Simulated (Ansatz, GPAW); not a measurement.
This is a calculation of CuO for GPAW 26.7.0 (ASE script). Measurements of this composition are mostly on another form, of space group No. 15.

run.py

```python
from ase import Atoms
from ase.dft.bandgap import bandgap
from ase.io import write
from ase.units import Bohr, GPa
from gpaw import GPAW, PW, setup_paths
from gpaw.elf import elf_from_dft_calculation

setup_paths.insert(0, '.')

atoms = Atoms(['Cu', 'Cu', 'O', 'O'],
              cell=[[1.990968, -2.15355, 0.0],
                    [1.990968, 2.15355, 0.0],
                    [0.0, 0.0, 5.155928]],
              scaled_positions=[[0.5, 0.0, 0.0],
                                [0.0, 0.5, 0.5],
                                [0.5, 0.5, 0.25],
                                [0.5, 0.5, 0.75]],
              pbc=True)

calc = GPAW(mode=PW(800),
            xc='PBEsol',
            kpts={'size': (9, 9, 5), 'gamma': True},
            occupations={'name': 'fermi-dirac', 'width': 0.05},
            nbands=33,
            convergence={'density': 1e-05, 'energy': 1e-05},
            maxiter=150,
            txt='gpaw.txt')
atoms.calc = calc
energy = atoms.get_potential_energy()
forces = atoms.get_forces()
stress = atoms.get_stress()
calc.write('gs.gpw')
write('result.traj', atoms)
print(f'Energy: {energy:.6f} eV')
print('Forces (eV/A):')
print(forces.round(4))
print('Stress (GPa):', (stress / GPa).round(3))
print('Fermi level:', round(calc.get_fermi_level(), 4), 'eV')
print(f'Gap: {bandgap(calc)[0]:.4f} eV, direct: {bandgap(calc, direct=True)[0]:.4f} eV')

# fields on the real-space grid
write('density.cube', atoms, data=calc.get_pseudo_density() * Bohr**3)
write('potential.cube', atoms, data=calc.get_electrostatic_potential())
write('elf.cube', atoms, data=elf_from_dft_calculation(calc).data)
```

Potentials or basis: PAW data sets generated in the run's folder for this functional, pw.

The run is started by

```sh
$ gpaw-setup -f PBEsol Cu O
$ OMP_NUM_THREADS=1 python run.py
```

Problem. Set up the same calculation for Ansatz 0.2.0. Potentials or basis there: all-electron LAPW, scalar-relativistic.

Solution. As run (cutoffs and basis follow the program's own potentials, and thresholds, step limits or extra output files can differ):

input.yaml

```yaml
crystal:
  lattice:
    - [1.990968, -2.15355, 0.0]
    - [1.990968, 2.15355, 0.0]
    - [0.0, 0.0, 5.155928]
  atoms:
    - { symbol: Cu, position: [0.5, 0.0, 0.0] }
    - { symbol: Cu, position: [0.0, 0.5, 0.5] }
    - { symbol: O, position: [0.5, 0.5, 0.25] }
    - { symbol: O, position: [0.5, 0.5, 0.75] }
kpoints:
  mp_grid: { grid: [9, 9, 5] }
scf:
  occupations: { method: fermi_dirac, width: 0.05 }
hamiltonian:
  xc: pbesol
  pseudopotentials: { kind: all_electron, lapw: { basis_error: 0.001 } }
output:
  forces: true
  stress: true
  eigenvalues: true
  populations: true
```

Potentials or basis: all-electron LAPW, scalar-relativistic.

Run with:

```sh
$ ansatz run input.yaml --threads 2 --pin off --max-ram 8192MiB --backend cpu --events-out ev --progress --plain --runs-dir out
```

Both were run:

|  | GPAW | Ansatz |
| --- | --- | --- |
| Pressure | -3.7 GPa | -6.0 GPa |

Where Ansatz's input types no cutoff or centring, it takes its own default and a Γ-centred mesh.

Pressure is positive in compression.
